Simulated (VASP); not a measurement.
# ZrC (Fm-3m) in VASP: notebook

One crystal, ZrC, is run at these levels: PBE, PBEsol; tasks: single point, equation of state.

Program: VASP 6.6.1. These are calculated values, not measurements. Logs are shortened: lines on timing, memory, paths and dates and some standing lists are left out, and cuts for length are marked.

## (1) Starting point

The structure is cubic, space group Fm-3m (No. 225). The conventional cell has a = 4.730 Å, b = 4.730 Å, c = 4.730 Å, α = 90.00°, β = 90.00°, γ = 90.00°. Zr (site symmetry m-3m) has 6 C at 2.37 Å as nearest neighbours. Around C (site symmetry m-3m) lie 6 Zr at 2.37 Å.

## (2) Single point, PBE

File INCAR:

```
SYSTEM = ZrC
  ALGO = Normal
  EDIFF = 1E-7
  ENCUT = 520
  GGA = PE
  ISIF = 2
  ISMEAR = -1
  LASPH = .True.
  LCHARG = .False.
  LREAL = .False.
  LWAVE = .False.
  NBANDS = 15
  NELM = 60
  PREC = Accurate
  SIGMA = 0.05
```

File KPOINTS:

```
k-points
0
Gamma
  10 10 10
  0 0 0
```

File POSCAR:

```
ZrC
1.0
    0.0000000000      2.3650000000      2.3650000000
    2.3650000000      0.0000000000      2.3650000000
    2.3650000000      2.3650000000      0.0000000000
Zr C
1 1
Direct
    0.5000000000      0.5000000000      0.5000000000
    0.0000000000      0.0000000000      0.0000000000
```

Potentials or basis: VASP PAW PBE potentials, release 64 (Zr_sv, C).

Started as:

```sh
$ cat potpaw_PBE.64/Zr_sv/POTCAR potpaw_PBE.64/C/POTCAR > POTCAR
$ mpirun -np 1 vasp_std > vasp.out
```

OUTCAR:

```text
SYSTEM = ZrC
   EDIFF = 1E-7
   ENCUT = 520
   GGA = PE
   ISIF = 2
   ISMEAR = -1
   LASPH = .True.
   LREAL = .False.
   NELM = 60
   PREC = Accurate

 ion  position               nearest neighbor table
   1  0.500  0.500  0.500-   2 2.37   2 2.37   2 2.37   2 2.37   2 2.37   2 2.37
   2  0.000  0.000  0.000-   1 2.37   1 2.37   1 2.37   1 2.37   1 2.37   1 2.37

  LATTYP: Found a face centered cubic cell.
 ALAT       =     4.7300000000

  Lattice vectors:

 A1 = (   0.0000000000,   2.3650000000,   2.3650000000)
 A2 = (   2.3650000000,   0.0000000000,   2.3650000000)
 A3 = (   2.3650000000,   2.3650000000,   0.0000000000)

Analysis of symmetry for initial positions (statically):
=====================================================================
 Subroutine PRICEL returns:
 Original cell was already a primitive cell.

 Routine SETGRP: Setting up the symmetry group for a
 face centered cubic supercell.

 Subroutine GETGRP returns: Found 48 space group operations
 (whereof 48 operations were pure point group operations)
 out of a pool of 48 trial point group operations.

The static configuration has the point symmetry O_h .

Analysis of symmetry for dynamics (positions and initial velocities):
=====================================================================
 Subroutine PRICEL returns:
 Original cell was already a primitive cell.

 Routine SETGRP: Setting up the symmetry group for a
 face centered cubic supercell.

 Subroutine GETGRP returns: Found 48 space group operations
 (whereof 48 operations were pure point group operations)
 out of a pool of 48 trial point group operations.

The dynamic configuration has the point symmetry O_h .

 Subroutine INISYM returns: Found 48 space group operations
 (whereof 48 operations are pure point group operations),
 and found     1 'primitive' translations

----------------------------------------------------------------------------------------

                                     Primitive cell

  volume of cell :      26.4560

  direct lattice vectors                    reciprocal lattice vectors
     0.000000000  2.365000000  2.365000000    -0.211416490  0.211416490  0.211416490
     2.365000000  0.000000000  2.365000000     0.211416490 -0.211416490  0.211416490
     2.365000000  2.365000000  0.000000000     0.211416490  0.211416490 -0.211416490

  length of vectors
     3.344615075  3.344615075  3.344615075     0.366184103  0.366184103  0.366184103

  position of ions in fractional coordinates (direct lattice)
     0.500000000  0.500000000  0.500000000
     0.000000000  0.000000000  0.000000000

  ion indices of the primitive-cell ions
   primitive index   ion index
                 1           1
                 2           2

----------------------------------------------------------------------------------------

 KPOINTS: k-points

Automatic generation of k-mesh.
 Grid dimensions read from file:
 generate k-points for:   10   10   10

 Generating k-lattice:

  Cartesian coordinates                     Fractional coordinates (reciprocal lattice)
    -0.021141649  0.021141649  0.021141649     0.100000000  0.000000000  0.000000000
     0.021141649 -0.021141649  0.021141649     0.000000000  0.100000000  0.000000000
     0.021141649  0.021141649 -0.021141649     0.000000000  0.000000000  0.100000000

  Length of vectors
     0.036618410  0.036618410  0.036618410

  Shift w.r.t. Gamma in fractional coordinates (k-lattice)
     0.000000000  0.000000000  0.000000000

 Subroutine IBZKPT returns following result:
 ===========================================

 Found     47 irreducible k-points:

 Following reciprocal coordinates:
            Coordinates               Weight
  0.000000  0.000000  0.000000      1.000000
  0.100000  0.000000  0.000000      8.000000
  0.200000  0.000000  0.000000      8.000000
  0.300000  0.000000  0.000000      8.000000
  0.400000  0.000000  0.000000      8.000000
  0.500000  0.000000  0.000000      4.000000
[... 39 lines left out ...]
 -0.300000  0.400000  0.200000     24.000000
 -0.300000  0.500000  0.200000     12.000000
   k-points           NKPTS =     47   k-points in BZ     NKDIM =     47   number of bands    NBANDS=     15
   number of dos      NEDOS =    301   number of ions     NIONS =      2
   total plane-waves  NPLWV =  21952
   dimension x,y,z NGX =    28 NGY =   28 NGZ =   28
   dimension x,y,z NGXF=    56 NGYF=   56 NGZF=   56
   ions per type =               1   1
   NGX,Y,Z   is equivalent  to a cutoff of  13.92, 13.92, 13.92 a.u.
   NGXF,Y,Z  is equivalent  to a cutoff of  27.84, 27.84, 27.84 a.u.
 SYSTEM =  ZrC
   PREC   = accura    normal or accurate (medium, high low for compatibility)
   ISTART =      0    job   : 0-new  1-cont  2-samecut
   ICHARG =      2    charge: 1-file 2-atom 10-const
   ISPIN  =      1    spin polarized calculation?
   LNONCOLLINEAR =      F non collinear calculations
   LSORBIT =      F    spin-orbit coupling
   LASPH  =      T    aspherical Exc in radial PAW
   ENCUT  =  520.0 eV  38.22 Ry    6.18 a.u.   6.22  6.22  6.22*2*pi/ulx,y,z
   NELM   =     60;   NELMIN=  2; NELMDL= -5     # of ELM steps
   EDIFF  = 0.1E-06   stopping-criterion for ELM
   LREAL  =      F    real-space projection
   EDIFFG = 0.1E-05   stopping-criterion for IOM
   NSW    =      0    number of steps for IOM
   IBRION =     -1    ionic relax: 0-MD 1-quasi-New 2-CG
   NFREE  =      0    steps in history (QN), initial steepest desc. (CG)
   ISIF   =      2    stress and relaxation
   ISYM   =      2    0-nonsym 1-usesym 2-fastsym
   POTIM  = 0.5000    time-step for ionic-motion
   TEBEG  =    0.0;   TEEND  =   0.0 temperature during run
   PSTRESS=    0.0 pullay stress
   NELECT =      16.0000    total number of electrons
   NUPDOWN=      -1.0000    fix difference up-down
   EMIN   =  10.00;   EMAX   =-10.00  energy-range for DOS
   EFERMI =   0.00;   METHOD = LEGACY
   ISMEAR =    -1;   SIGMA  =   0.05  broadening in eV -4-tet -1-fermi 0-gaus
   EFERMI_NEDOS =   21; number of points for ismear=-14 and -15
   IALGO  =     38    algorithm
   IMIX   =      4    mixing-type and parameters
     AMIX     =   0.40;   BMIX     =  1.00
     AMIX_MAG =   1.60;   BMIX_MAG =  1.00
  volume/ion in A,a.u.               =      13.23        89.27
  Fermi-wavevector in a.u.,A,eV,Ry     =   1.384439  2.616209 26.077880  1.916670
  Thomas-Fermi vector in A             =   2.508943
   LORBIT       =      0    0 simple, 1 ext, 2 COOP (PROOUT), +10 PAW based schemes
   GGA     = PE    functional components
   LHFCALC =     F    Hartree Fock is set to
   AEXX    =    0.0000 exact exchange contribution
   IVDW    =     0    specifies the selected vdW correction
   LEPSILON=     F    determine dielectric tensor
   LRPA    =     F    only Hartree local field effects (RPA)
 non-spin polarized calculation
  energy-cutoff  :      520.00
  volume of cell :       26.46
 maximum number of plane-waves:       728
 NGX is ok and might be reduce to    28
   NGX = 13   NGY = 13   NGZ = 13

 number of electron      16.0000000 magnetization

 Free energy of the ion-electron system (eV)
  ---------------------------------------------------
  ext. energy  EPLUGINS =         0.00000000
  ---------------------------------------------------
  free energy    TOTEN  =       -19.45832712 eV

  energy without entropy =      -19.45574925  energy(sigma->0) =      -19.45703818

 E-fermi :   9.4075     XC(G=0): -12.0406

 val. band max:        9.3350446887   @ k =   0.1000   0.0000   0.0000
 cond. band min:       9.4380862030   @ k =   0.5000   0.5000   0.0000
 fundamental gap:      0.1030415143
 Fermi energy:         9.4074934701

 k-point     1 :       0.0000    0.0000    0.0000
  band No.  band energies     occupation
      1     -38.7806      2.00000
      2     -16.5029      2.00000
      3     -16.5029      2.00000
      4     -16.5029      2.00000
      5      -1.8420      2.00000
      6      10.3276      0.00000
      7      10.3276      0.00000
      8      10.3276      0.00000
      9      10.4846      0.00000
     10      10.4846      0.00000
     11      10.4846      0.00000
     12      12.1554      0.00000
     13      12.1554      0.00000
     14      16.4926      0.00000
     15      19.8263      0.00000

 k-point     2 :       0.1000    0.0000    0.0000
  band No.  band energies     occupation
      1     -38.7718      2.00000
      2     -16.5842      2.00000
      3     -16.5101      2.00000
      4     -16.5101      2.00000
      5      -1.6238      2.00000
      6       9.0418      1.99867
      7       9.3350      1.61968
      8       9.3350      1.61968
      9      10.8483      0.00000
     10      10.8483      0.00000
     11      11.2772      0.00000
     12      13.2417      0.00000
     13      13.2417      0.00000
     14      16.9670      0.00000
     15      20.4170      0.00000

 k-point     3 :       0.2000    0.0000    0.0000
  band No.  band energies     occupation
      1     -38.7487      2.00000
      2     -16.7914      2.00000
      3     -16.5289      2.00000
      4     -16.5289      2.00000
      5      -1.0226      2.00000
      6       7.4660      2.00000
      7       8.1672      2.00000
      8       8.1672      2.00000
      9      11.4844      0.00000
     10      11.4844      0.00000
     11      11.8339      0.00000
     12      15.0792      0.00000
     13      15.0792      0.00000
     14      17.9344      0.00000
     15      21.7662      0.00000
[... 631 lines left out ...]
 k-point    39 :      -0.3000    0.3000    0.1000
  band No.  band energies     occupation
      1     -38.6705      2.00000
      2     -17.1063      2.00000
      3     -16.8665      2.00000
      4     -16.6510      2.00000
      5       0.3670      2.00000
      6       5.4777      2.00000
      7       7.0060      2.00000
      8       7.1214      2.00000
      9      12.6453      0.00000
     10      13.1005      0.00000
     11      14.4437      0.00000
     12      16.2362      0.00000
     13      18.2545      0.00000
     14      20.2504      0.00000
     15      22.5654      0.00000

 k-point    40 :      -0.2000    0.3000    0.1000
  band No.  band energies     occupation
      1     -38.6849      2.00000
      2     -17.0708      2.00000
      3     -16.8063      2.00000
      4     -16.6086      2.00000
      5       0.2471      2.00000
      6       5.4811      2.00000
      7       7.0702      2.00000
      8       7.2277      2.00000
      9      11.8618      0.00000
     10      14.0049      0.00000
     11      14.1119      0.00000
     12      15.2871      0.00000
     13      18.2910      0.00000
     14      19.9585      0.00000
     15      22.7338      0.00000

 [... further k-points ...]

------------------------ aborting loop because EDIFF is reached ----------------------------------------

  FORCE on cell =-STRESS in cart. coord.  units (eV):
  Direction    XX          YY          ZZ          XY          YZ          ZX
  --------------------------------------------------------------------------------------
  -------------------------------------------------------------------------------------
  Total       -0.4435025     -0.4435025     -0.4435025      0.0000000     -0.0000000      0.0000000
  in kB      -26.8585920    -26.8585920    -26.8585920      0.0000000     -0.0000000      0.0000000
  external PRESSURE =     -26.8585920 kB  Pullay stress =       0.0000000 kB

 VOLUME and BASIS-vectors are now :
 -----------------------------------------------------------------------------
  energy-cutoff  :      520.00
  volume of cell :       26.46
      direct lattice vectors                 reciprocal lattice vectors
     0.000000000  2.365000000  2.365000000    -0.211416490  0.211416490  0.211416490
     2.365000000  0.000000000  2.365000000     0.211416490 -0.211416490  0.211416490
     2.365000000  2.365000000  0.000000000     0.211416490  0.211416490 -0.211416490

 POSITION                                       TOTAL-FORCE (eV/Angst)
 -----------------------------------------------------------------------------------
      2.36500      2.36500      2.36500        -0.000000     -0.000000     -0.000000
      0.00000      0.00000      0.00000         0.000000      0.000000      0.000000
 -----------------------------------------------------------------------------------
    total drift:                                0.000000      0.000000      0.000000

  FREE ENERGIE OF THE ION-ELECTRON SYSTEM (eV)
  ---------------------------------------------------
  free  energy   TOTEN  =       -19.4583271153 eV

  energy  without entropy=      -19.4557492511  energy(sigma->0) =      -19.45703818
```

Wall time 16 s (1 thread of Intel Xeon Platinum 8488C (Sapphire Rapids), shared host); peak memory 0.16 GiB.

Results:

```
Free energy            : -19.4583 eV
Pressure               : -2.7 GPa
Band gap on the k mesh : none (metal or under the smearing width)
```

Levels at points of the mesh, in eV from the Fermi level:
| k point | band 5 | band 6 | band 7 | band 8 | band 9 | band 10 | band 11 | band 12 |
| --- | --- | --- | --- | --- | --- | --- | --- | --- |
| (0.00, 0.00, 0.00) | -11.25 | 0.92 | 0.92 | 0.92 | 1.08 | 1.08 | 1.08 | 2.75 |
| (0.50, 0.00, 0.00) | -8.27 | -5.23 | -2.88 | -2.88 | 4.39 | 4.39 | 5.20 | 6.44 |
| (0.50, 0.50, 0.00) | -10.08 | -2.10 | -1.71 | 0.03 | 0.03 | 4.34 | 5.52 | 5.52 |

[end of part 1 of 3]
